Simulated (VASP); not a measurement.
An input for Ansatz (written as the equivalent of a VASP run, and not itself run):

Ansatz 0.2 input:
```yaml
crystal:
  lattice:
    - [0.0000000, 3.0842085, 3.0842085]
    - [3.0842085, 0.0000000, 3.0842085]
    - [3.0842085, 3.0842085, 0.0000000]
  atoms:
    - { symbol: Al, position: [0.0000000, 0.0000000, 0.0000000] }
    - { symbol: Sb, position: [0.2500000, 0.2500000, 0.2500000] }
kpoints:
  mp_grid: { grid: [8, 8, 8] }
hamiltonian:
  xc: pbesol
  pseudopotentials: { kind: paw }
scf:
  occupations: { method: gaussian, width: 0.05 }
  max_iter: 100
relax:
  max_steps: 40
  f_tol: 0.01
  cell: { p_target: 30 }
output: { forces: true, stress: true, eigenvalues: true }
```

### Question
Write the VASP files for the same calculation (PBEsol).

### Answer
Several could match; the one computed here: 
**INCAR**
```
! general
SYSTEM  = AlSb
PREC    = Accurate
ENCUT   = 480   ! plane-wave cut-off (eV)
LREAL   = .False.   ! projection in real space or not
LASPH   = .True.   ! aspherical one-centre terms

! electronic loop
EDIFF   = 1E-7   ! SCF stop (eV)
NELM    = 100
ALGO    = Normal   ! blocked Davidson
LMAXMIX = 4

! smearing
ISMEAR  = 0
SIGMA   = 0.05   ! width (eV)

! functional
GGA     = PS   ! PBEsol

! ions
IBRION  = 2   ! conjugate gradients
NSW     = 40
ISIF    = 3
EDIFFG  = -0.01   ! ionic stop
PSTRESS = 300   ! kbar

! output
LWAVE   = .False.
LCHARG  = .False.
```

**KPOINTS**
```
Automatic mesh
0
Gamma
8 8 8
0 0 0
```

POSCAR:
```
AlSb
1
    0.0000000000     3.0842084677     3.0842084677
    3.0842084677     0.0000000000     3.0842084677
    3.0842084677     3.0842084677     0.0000000000
Al Sb
1 1
Direct
  0.0000000000   0.0000000000   0.0000000000
  0.2500000000   0.2500000000   0.2500000000
```

POTCAR, in this order: Al Sb (PBE.64 set). Program: vasp_std.

What does not carry over: each code has its own PAW files, so the cut-off isn't converted (ENCUT is set for VASP's; basis.ecutwfc is left out, and Ansatz then takes the one that its files recommend); Ansatz stops its SCF on the density residual and VASP on the energy change (EDIFF).

The compound is AlSb in the zinc blende structure. This run relaxes it under an external pressure of 30 GPa. Symmetry was kept, so distortions that lower it aren't found.
